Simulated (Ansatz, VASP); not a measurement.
# NaH: VASP beside Ansatz

```
Na H
1.0
     0.00000    2.40028    2.40028
     2.40028    0.00000    2.40028
     2.40028    2.40028    0.00000
Na H
1 1
Direct
  0.00000 0.00000 0.00000
  0.50000 0.50000 0.50000
```

Alike in both runs: task single point; functional PBE; k mesh 8 × 8 × 8; occupations gaussian, width 0.02 eV; no spin polarisation.

|  | VASP | Ansatz |
| --- | --- | --- |
| version | VASP 6.6.1 | Ansatz 0.2.0 |
| potentials or method | VASP PAW PBE potentials, release 64 (Na_pv, H) | scalar-relativistic, plane waves, PAW |
| plane-wave cutoff (eV) | 520 | 420 |
| valence electrons in the cell | 8 | 10 |

Ansatz gave:

| Item | Value |
| --- | --- |
| gap on the k mesh at the Fermi level (eV) | 3.80 |
| least direct gap on the mesh (eV) | 4.66 |
| pressure (GPa) | 0.5 |

**Question.** Which values does VASP return?

**Answer.** gap on the k mesh at the Fermi level (eV): 3.79; least direct gap on the mesh (eV): 4.66; pressure (GPa): 0.4.

The two sets of potentials don't hold the same shells in valence.

A k mesh can miss the band edges.
